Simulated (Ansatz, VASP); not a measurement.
TiC in VASP and in Ansatz

INCAR

```
SYSTEM = TiC
  PREC = Accurate
  ENCUT = 520
  EDIFF = 1E-8
  ISMEAR = -1
  SIGMA = 0.03
  LREAL = .FALSE.
  LASPH = .TRUE.
  NELM = 60
  ALGO = Normal
  ISIF = 2
  LWAVE = .FALSE.
  LCHARG = .FALSE.
  GGA = PE
  LEFG = .TRUE.
  NBANDS = 15
```

KPOINTS

```
Automatic mesh
0
G
  16 16 16
  0 0 0
```

File POSCAR:

```
TiC
1.0
    0.0000000000      2.1423600000      2.1640000000
    2.1423600000      0.0000000000      2.1640000000
    2.1423600000      2.1423600000      0.0000000000
Ti C
1 1
Direct
    0.0000000000      0.0000000000      0.0000000000
    0.5000000000      0.5000000000      0.5000000000
```

Input for Ansatz:

```yaml
crystal:
  lattice:
    - [0.0, 2.14236, 2.164]
    - [2.14236, 0.0, 2.164]
    - [2.14236, 2.14236, 0.0]
  atoms:
    - { symbol: Ti, position: [0.0, 0.0, 0.0] }
    - { symbol: C, position: [0.5, 0.5, 0.5] }
kpoints:
  mp_grid: { grid: [16, 16, 16] }
scf:
  occupations: { method: fermi_dirac, width: 0.03 }
hamiltonian:
  xc: pbe
  pseudopotentials: { kind: paw }
output:
  forces: true
  stress: true
  eigenvalues: true
  efg: { contact_densities: true }
  write_density: true
  write_potential: true
  elf: true
  volumetric_format: npy
```

Change from the starting cell: x and y stretched by -1 %, z held, PAW files.

Alike in both runs: task electric field gradients; functional PBE; k mesh 16 × 16 × 16; occupations fermi-dirac, width 0.03 eV; no spin polarisation.

|  | VASP | Ansatz |
| --- | --- | --- |
| version | VASP 6.6.1 | Ansatz 0.2.0 |
| potentials or method | VASP PAW PBE potentials, release 64 (Ti_sv, C) | PAW with Ansatz's default frozen-core files, scalar-relativistic |
| plane-wave cutoff (eV) | 520 | 420 |
| valence electrons in the cell | 16 | 16 |

|  | VASP | Ansatz | Ansatz less VASP |
| --- | --- | --- | --- |
| pressure (GPa) | 6.4 | 6.2 | -0.19 |
| largest component of the traceless stress (GPa) | 2.73 | 2.71 | -0.018 |
| Vzz of the field gradient on the site that differs most (V/Å²) | 8.0 | 8.5 | +0.53 |
